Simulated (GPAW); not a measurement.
ZrO2:

```
Zr O
1.0
     0.00000    2.54507    2.54507
     2.54507    0.00000    2.54507
     2.54507    2.54507    0.00000
Zr O
1 2
Cartesian
  0.0000 0.0000 0.0000
  3.8176 3.8176 3.8176
  1.2725 1.2725 1.2725
```

Measurements of this composition are mostly on another form, of space group No. 14.

Base run:

```yaml
Program: GPAW 26.7.0
Functional: revPBE
Potentials_or_basis: the program's PAW data sets (release 1.2.1) made for this functional
Cutoff: 800 eV
Basis: pw
k_mesh: 9 × 9 × 9
Occupations: fermi-dirac, width 0.05 eV
Spin: no spin polarisation
```

Its results: band gap on the k mesh 3.43 eV, indirect (least direct gap 3.91 eV); pressure 5.5 GPa.

Q: The run is repeated on the same cell with these changes: functional from revPBE to RPBE. What comes out?

A: Band gap on the k mesh 3.45 eV, indirect (least direct gap 3.92 eV); pressure 6.9 GPa.

A k mesh can miss the band edges.
